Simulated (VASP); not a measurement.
# ZnS (Wurtzite-2H) (P6_3mc) in VASP: further runs

One crystal, ZnS (Wurtzite-2H), is run at these levels: PBE; tasks: single point.

Everything below comes from runs of VASP 6.6.1. Logs are shortened: lines on timing, memory, paths and dates and some standing lists are left out, and cuts for length are marked.

### 1 The structure

The structure is hexagonal, space group P6_3mc (No. 186). Conventional cell: a = 3.811 Å, b = 3.811 Å, c = 6.234 Å, α = 90.00°, β = 90.00°, γ = 120.00°. Zn (site symmetry 3m) is surrounded by 4 S at 2.31 to 2.40 Å. Around S (site symmetry 3m) lie 4 Zn at 2.31 to 2.40 Å.

### 2 Single point, PBE, spin-orbit coupling, no magnetisation

INCAR

```
  PREC = Accurate
  ENCUT = 250
  EDIFF = 1E-7
  ISMEAR = 0
  SIGMA = 0.02
  LREAL = False
  LASPH = True
  NELM = 100
  ALGO = Normal
  ISIF = 2
  LWAVE = False
  LCHARG = False
  MAGMOM = 0 0 0 0 0 0 0 0 0 0 0 0
  LORBIT = 11
  LSORBIT = True
  GGA_COMPAT = False
  GGA = PE
  NBANDS = 52
```

KPOINTS

```
regular mesh
0
Gamma
  7 7 4
```

POSCAR

```
ZnS
1.0
    3.8110000000      0.0000000000      0.0000000000
   -1.9055000000      3.3004228138      0.0000000000
    0.0000000000      0.0000000000      6.2340000000
Zn S
2 2
Direct
    0.6666666667      0.3333333333      0.5000000000
    0.3333333333      0.6666666667      0.0000000000
    0.6666666667      0.3333333333      0.8850000000
    0.3333333333      0.6666666667      0.3850000000
```

Potentials or basis: VASP PAW PBE potentials, release 64 (Zn, S).

On the command line:

```console
cat potpaw_PBE.64/Zn/POTCAR potpaw_PBE.64/S/POTCAR > POTCAR
mpirun -np 1 vasp_ncl > vasp.out
```

OUTCAR:

```text
PREC = Accurate
   ENCUT = 250
   EDIFF = 1E-7
   ISMEAR = 0
   LREAL = False
   LASPH = True
   NELM = 100
   ISIF = 2
   LORBIT = 11
   LSORBIT = True
   GGA = PE

 Found     32 irreducible k-points:

 Following reciprocal coordinates:
            Coordinates               Weight
  0.000000  0.000000  0.000000      1.000000
  0.142857  0.000000  0.000000      6.000000
  0.285714  0.000000  0.000000      6.000000
  0.428571  0.000000  0.000000      6.000000
  0.142857  0.142857  0.000000      6.000000
  0.285714  0.142857  0.000000     12.000000
   k-points           NKPTS =     32   k-points in BZ     NKDIM =     32   number of bands    NBANDS=     52
   number of dos      NEDOS =    301   number of ions     NIONS =      4
   total plane-waves  NPLWV =  12800
   dimension x,y,z NGX =    20 NGY =   20 NGZ =   32
   dimension x,y,z NGXF=    40 NGYF=   40 NGZF=   64
   ions per type =               2   2
   NGX,Y,Z   is equivalent  to a cutoff of   8.72,  8.72,  8.53 a.u.
   NGXF,Y,Z  is equivalent  to a cutoff of  17.45, 17.45, 17.07 a.u.
 SYSTEM =  unknown system
   PREC   = accura    normal or accurate (medium, high low for compatibility)
   ISTART =      0    job   : 0-new  1-cont  2-samecut
   ICHARG =      2    charge: 1-file 2-atom 10-const
   ISPIN  =      1    spin polarized calculation?
   LNONCOLLINEAR =      T non collinear calculations
   LSORBIT =      T    spin-orbit coupling
   LASPH  =      T    aspherical Exc in radial PAW
   ENCUT  =  250.0 eV  18.37 Ry    4.29 a.u.   4.91  4.91  8.04*2*pi/ulx,y,z
   NELM   =    100;   NELMIN=  2; NELMDL= -5     # of ELM steps
   EDIFF  = 0.1E-06   stopping-criterion for ELM
   LREAL  =      F    real-space projection
   EDIFFG = 0.1E-05   stopping-criterion for IOM
   NSW    =      0    number of steps for IOM
   IBRION =     -1    ionic relax: 0-MD 1-quasi-New 2-CG
   NFREE  =      0    steps in history (QN), initial steepest desc. (CG)
   ISIF   =      2    stress and relaxation
   ISYM   =      2    0-nonsym 1-usesym 2-fastsym
   POTIM  = 0.5000    time-step for ionic-motion
   TEBEG  =    0.0;   TEEND  =   0.0 temperature during run
   PSTRESS=    0.0 pullay stress
   NELECT =      36.0000    total number of electrons
   NUPDOWN=      -1.0000    fix difference up-down
   EMIN   =  10.00;   EMAX   =-10.00  energy-range for DOS
   EFERMI =   0.00;   METHOD = LEGACY
   ISMEAR =     0;   SIGMA  =   0.02  broadening in eV -4-tet -1-fermi 0-gaus
   EFERMI_NEDOS =   21; number of points for ismear=-14 and -15
[... 361 lines left out ...]
  in kB      -13.4440479    -13.4440479    -34.6589533      0.0000000     -0.0000000      0.0000000
  external PRESSURE =     -20.5156831 kB  Pullay stress =       0.0000000 kB

 VOLUME and BASIS-vectors are now :
 -----------------------------------------------------------------------------
  energy-cutoff  :      250.00
  volume of cell :       78.41
      direct lattice vectors                 reciprocal lattice vectors
     3.811000000  0.000000000  0.000000000     0.262398321  0.151495741  0.000000000
    -1.905500000  3.300422814  0.000000000     0.000000000  0.302991482  0.000000000
     0.000000000  0.000000000  6.234000000     0.000000000  0.000000000  0.160410651

 POSITION                                       TOTAL-FORCE (eV/Angst)
 -----------------------------------------------------------------------------------
      1.90550      1.10014      3.11700        -0.000000     -0.000000      0.319681
     -0.00000      2.20028      0.00000        -0.000000      0.000000      0.319681
      1.90550      1.10014      5.51709        -0.000000      0.000000     -0.319681
     -0.00000      2.20028      2.40009         0.000000     -0.000000     -0.319681
 -----------------------------------------------------------------------------------
    total drift:                               -0.000000     -0.000001     -0.001933

  FREE ENERGIE OF THE ION-ELECTRON SYSTEM (eV)
  ---------------------------------------------------
  free  energy   TOTEN  =       -13.5999676029 eV

  energy  without entropy=      -13.5999676029  energy(sigma->0) =      -13.59996760

 Spin-Orbit-Coupling matrix elements

 Ion:    1  E_soc:     -0.0079456
 l=   1
     0.0000000    -0.0004032    -0.0004289
    -0.0004032     0.0000000    -0.0004032
    -0.0004289    -0.0004032     0.0000000
 l=   2
     0.0000000    -0.0001821     0.0000000    -0.0001821    -0.0007407
    -0.0001821     0.0000000    -0.0005447    -0.0001790    -0.0001821
     0.0000000    -0.0005447     0.0000000    -0.0005447     0.0000000
    -0.0001821    -0.0001790    -0.0005447     0.0000000    -0.0001821
    -0.0007407    -0.0001821     0.0000000    -0.0001821     0.0000000
 l=   3
     0.0000000     0.0000000     0.0000000     0.0000000     0.0000000     0.0000000     0.0000000
     0.0000000     0.0000000     0.0000000     0.0000000     0.0000000     0.0000000     0.0000000
     0.0000000     0.0000000     0.0000000     0.0000000     0.0000000     0.0000000     0.0000000
     0.0000000     0.0000000     0.0000000     0.0000000     0.0000000     0.0000000     0.0000000
[... 49 lines left out ...]
 l=   2
     0.0000000     0.0000000     0.0000000     0.0000000     0.0000000
     0.0000000     0.0000000     0.0000000     0.0000000     0.0000000
     0.0000000     0.0000000     0.0000000     0.0000000     0.0000000
     0.0000000     0.0000000     0.0000000     0.0000000     0.0000000
     0.0000000     0.0000000     0.0000000     0.0000000     0.0000000
 l=   3
     0.0000000     0.0000000     0.0000000     0.0000000     0.0000000     0.0000000     0.0000000
     0.0000000     0.0000000     0.0000000     0.0000000     0.0000000     0.0000000     0.0000000
     0.0000000     0.0000000     0.0000000     0.0000000     0.0000000     0.0000000     0.0000000
     0.0000000     0.0000000     0.0000000     0.0000000     0.0000000     0.0000000     0.0000000
     0.0000000     0.0000000     0.0000000     0.0000000     0.0000000     0.0000000     0.0000000
     0.0000000     0.0000000     0.0000000     0.0000000     0.0000000     0.0000000     0.0000000
     0.0000000     0.0000000     0.0000000     0.0000000     0.0000000     0.0000000     0.0000000

 total charge

# of ion       s       p       d       tot
------------------------------------------
    1        0.522   0.482   9.810  10.813
    2        0.522   0.482   9.810  10.813
    3        1.317   2.471   0.000   3.788
    4        1.317   2.471   0.000   3.788
--------------------------------------------------
tot          3.676   5.905  19.620  29.202

 magnetization (x)

# of ion       s       p       d       tot
------------------------------------------
    1        0.000   0.000   0.000   0.000
    2        0.000   0.000   0.000   0.000
    3        0.000   0.000   0.000   0.000
    4       -0.000   0.000   0.000  -0.000
--------------------------------------------------
tot          0.000   0.000   0.000   0.000

 magnetization (y)

# of ion       s       p       d       tot
------------------------------------------
    1       -0.000   0.000   0.000  -0.000
    2        0.000   0.000   0.000   0.000
    3        0.000   0.000   0.000   0.000
    4        0.000   0.000   0.000   0.000
--------------------------------------------------
tot         -0.000   0.000   0.000  -0.000

 magnetization (z)

# of ion       s       p       d       tot
------------------------------------------
    1        0.000  -0.000   0.000  -0.000
    2        0.000   0.000   0.000   0.000
    3        0.000   0.000   0.000   0.000
    4        0.000  -0.000   0.000  -0.000
--------------------------------------------------
tot          0.000   0.000   0.000   0.000
```

Wall time 44 s (1 thread of Intel Xeon 6975P-C (Granite Rapids), shared host); peak memory 0.22 GiB.

The run converged, but a check on its numbers failed (symmetry, net force, bounds or a known fault of this set-up), so they aren't taken as properties of the crystal.

Caveat: the cutoff lies under the usual one of these potentials, so the numbers hold a large basis-set error.

### 3 Single point, PBE, spin-orbit coupling, no magnetisation

Changes to INCAR since step 2:

```diff
@@ -1,3 +1,3 @@
   PREC = Accurate
-  ENCUT = 250
+  ENCUT = 400
   EDIFF = 1E-7
```

KPOINTS

```
regular mesh
0
Gamma
  6 6 3
```

POSCAR is that of step 2.

Potentials or basis: VASP PAW PBE potentials, release 64 (Zn, S).

On the command line:

```console
cat potpaw_PBE.64/Zn/POTCAR potpaw_PBE.64/S/POTCAR > POTCAR
mpirun -np 1 vasp_ncl > vasp.out
```

OUTCAR:

```text
PREC = Accurate
   ENCUT = 400
   EDIFF = 1E-7
   ISMEAR = 0
   LREAL = False
   LASPH = True
   NELM = 100
   ISIF = 2
   LORBIT = 11
   LSORBIT = True
   GGA = PE

 Found     21 irreducible k-points:

 Following reciprocal coordinates:
            Coordinates               Weight
  0.000000  0.000000  0.000000      1.000000
  0.166667 -0.000000  0.000000      6.000000
  0.333333  0.000000  0.000000      6.000000
  0.500000  0.000000  0.000000      3.000000
  0.166667  0.166667  0.000000      6.000000
[... 499 lines left out ...]
     0.0000000     0.0000000     0.0000000     0.0000000     0.0000000     0.0000000     0.0000000
     0.0000000     0.0000000     0.0000000     0.0000000     0.0000000     0.0000000     0.0000000
     0.0000000     0.0000000     0.0000000     0.0000000     0.0000000     0.0000000     0.0000000
     0.0000000     0.0000000     0.0000000     0.0000000     0.0000000     0.0000000     0.0000000
     0.0000000     0.0000000     0.0000000     0.0000000     0.0000000     0.0000000     0.0000000

 total charge

# of ion       s       p       d       tot
------------------------------------------
    1        0.521   0.482   9.801  10.803
    2        0.521   0.482   9.801  10.803
    3        1.314   2.443   0.000   3.757
    4        1.314   2.443   0.000   3.757
--------------------------------------------------
tot          3.670   5.849  19.601  29.120

 magnetization (x)

# of ion       s       p       d       tot
------------------------------------------
    1        0.000  -0.000   0.000   0.000
    2       -0.000   0.000   0.000  -0.000
    3       -0.000   0.000   0.000  -0.000
    4        0.000   0.000   0.000   0.000
--------------------------------------------------
tot         -0.000  -0.000   0.000  -0.000

 magnetization (y)

# of ion       s       p       d       tot
------------------------------------------
    1        0.000   0.000   0.000   0.000
    2        0.000   0.000   0.000   0.000
    3        0.000   0.000   0.000   0.000
    4       -0.000  -0.000   0.000  -0.000
--------------------------------------------------
tot         -0.000  -0.000   0.000  -0.000

 magnetization (z)

# of ion       s       p       d       tot
------------------------------------------
    1       -0.000   0.000   0.000   0.000
    2       -0.000   0.000  -0.000   0.000
    3        0.000   0.000   0.000   0.000
    4        0.000   0.000   0.000   0.000
--------------------------------------------------
tot         -0.000   0.000  -0.000   0.000
```

Wall time 71 s (1 thread of Intel Xeon 6975P-C (Granite Rapids), shared host); peak memory 0.33 GiB.

The run converged, but some of its settings lie outside the range that counts as converged, so its numbers aren't taken as properties of the crystal.

Results:

```yaml
Free_energy: -13.6561 eV
Pressure: 2.3 GPa
Largest_force: 0.323 eV/Å
Valence_electrons_inside_the_program's_atomic_spheres: Zn 10.80; S 3.76
```

### 4 Single point, PBE, spin-orbit coupling, no magnetisation

Changes to INCAR since step 3:

```diff
@@ -1,3 +1,3 @@
   PREC = Accurate
-  ENCUT = 400
+  ENCUT = 600
   EDIFF = 1E-7
```

KPOINTS

```
regular mesh
0
Gamma
  5 5 3
```

POSCAR is that of step 3.

On the command line:

```console
cat potpaw_PBE.64/Zn/POTCAR potpaw_PBE.64/S/POTCAR > POTCAR
mpirun -np 1 vasp_ncl > vasp.out
```

Wall time 83 s (1 thread of Intel Xeon 6975P-C (Granite Rapids), shared host); peak memory 0.41 GiB.

These settings aren't checked as converged: the numbers below hold their error.

Results:

```yaml
Free_energy: -13.6502 eV
Pressure: 2.5 GPa
Largest_force: 0.326 eV/Å
Valence_electrons_inside_the_program's_atomic_spheres: Zn 10.80; S 3.76
```

Caveat: the k mesh is coarse (spacing up to 0.38 Å⁻¹), so the values aren't converged.

### 5 Single point, PBE, spin-orbit coupling, no magnetisation

Changes to INCAR since step 4:

```diff
@@ -1,3 +1,3 @@
   PREC = Accurate
-  ENCUT = 600
+  ENCUT = 350
   EDIFF = 1E-7
```

KPOINTS

```
regular mesh
0
Gamma
  7 7 4
```

POSCAR is that of step 4.

On the command line:

```console
cat potpaw_PBE.64/Zn/POTCAR potpaw_PBE.64/S/POTCAR > POTCAR
mpirun -np 1 vasp_ncl > vasp.out
```

Run time: 60 s. Hardware: 1 thread of Intel Xeon 6975P-C (Granite Rapids), shared host; peak memory 0.3 GiB.

These settings aren't checked as converged: the numbers below hold their error.

What came out:

| Property | Result |
| --- | --- |
| Free energy | -13.6599 eV |
| Pressure | 2.3 GPa |
| Largest force | 0.322 eV/Å |
| Valence electrons inside the program's atomic spheres | Zn 10.80; S 3.76 |

### 6 Single point, PBE, spin-orbit coupling, no magnetisation

Changes to INCAR since step 5:

```diff
@@ -1,3 +1,3 @@
   PREC = Accurate
-  ENCUT = 350
+  ENCUT = 600
   EDIFF = 1E-7
```

KPOINTS

```
regular mesh
0
Gamma
  6 6 3
```

POSCAR is that of step 5.

Potentials or basis: VASP PAW PBE potentials, release 64 (Zn, S).

On the command line:

```console
cat potpaw_PBE.64/Zn/POTCAR potpaw_PBE.64/S/POTCAR > POTCAR
mpirun -np 1 vasp_ncl > vasp.out
```

Run time: 2 min. Hardware: 1 thread of Intel Xeon 6975P-C (Granite Rapids), shared host; peak memory 0.44 GiB.

The run converged, but some of its settings lie outside the range that counts as converged, so its numbers aren't taken as properties of the crystal.

What came out:

- Free energy: -13.6592 eV
- Pressure: 2.5 GPa
- Largest force: 0.324 eV/Å
- Valence electrons inside the program's atomic spheres: Zn 10.80; S 3.76

### 7 The reference run

An earlier run on the cell as given: functional PBEsol; potentials or basis VASP PAW PBE potentials, release 64 (Zn, S); cutoff 520 eV; k mesh 8 × 8 × 5; occupations fermi-dirac, width 0.05 eV; no spin polarisation.

- Pressure: -1.1 GPa
- Largest force: 0.309 eV/Å
- Band gap on the k mesh: 2.12 eV, direct
